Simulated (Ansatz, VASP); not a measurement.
Si: VASP beside Ansatz

File INCAR:

```
SYSTEM = Si
PREC = Accurate
ENCUT = 520
EDIFF = 1E-8
ISMEAR = -1
SIGMA = 0.08
LREAL = .FALSE.
LASPH = .TRUE.
NELM = 80
ALGO = Normal
ISIF = 2
LWAVE = .FALSE.
LCHARG = .FALSE.
GGA = CA
LEFG = .TRUE.
NBANDS = 11
```

KPOINTS

```
regular mesh
0
G
  11 11 11
  0 0 0
```

POSCAR

```
Si
1.0
    0.0000000000      2.7334537691      2.7334537691
    2.7334537691      0.0000000000      2.7334537691
    2.7334537691      2.7334537691      0.0000000000
Si
2
Direct
    0.5000000000      0.5000000000      0.5000000000
    0.7500000000      0.7500000000      0.7500000000
```

Input for Ansatz:

```yaml
crystal:
  lattice:
    - [0.0, 2.7334537691, 2.7334537691]
    - [2.7334537691, 0.0, 2.7334537691]
    - [2.7334537691, 2.7334537691, 0.0]
  atoms:
    - { symbol: Si, position: [0.5, 0.5, 0.5] }
    - { symbol: Si, position: [0.75, 0.75, 0.75] }
kpoints:
  mp_grid: { grid: [11, 11, 11] }
scf:
  occupations: { method: fermi_dirac, width: 0.08 }
hamiltonian:
  xc: lda
  pseudopotentials: { kind: all_electron, datasets: crystal }
output:
  forces: true
  stress: true
  eigenvalues: true
  efg: { contact_densities: true }
```

Change from the starting cell: volume scaled by 1.02, crystal datasets.

Alike in both runs: task electric field gradients; functional LDA; k mesh 11 × 11 × 11; occupations fermi-dirac, width 0.08 eV; no spin polarisation.

|  | VASP | Ansatz |
| --- | --- | --- |
| version | VASP 6.6.1 | Ansatz 0.2.0 |
| potentials or method | VASP PAW LDA potentials, release 64 (Si) | all-electron PAW with datasets made for the crystal, scalar-relativistic |
| plane-wave cutoff (eV) | 520 | see its input |

```tsv
	VASP	Ansatz	Ansatz less VASP
pressure (GPa)	-3.2	-3.3	-0.08
Vzz of the field gradient on the site that differs most (V/Å²)	0.0	0.0	0.00
```

Ansatz ran all-electron here, so the differences hold the error of VASP's frozen core and of both bases.

Caveats: an odd mesh through Γ misses points on the zone boundary, where band edges often lie.
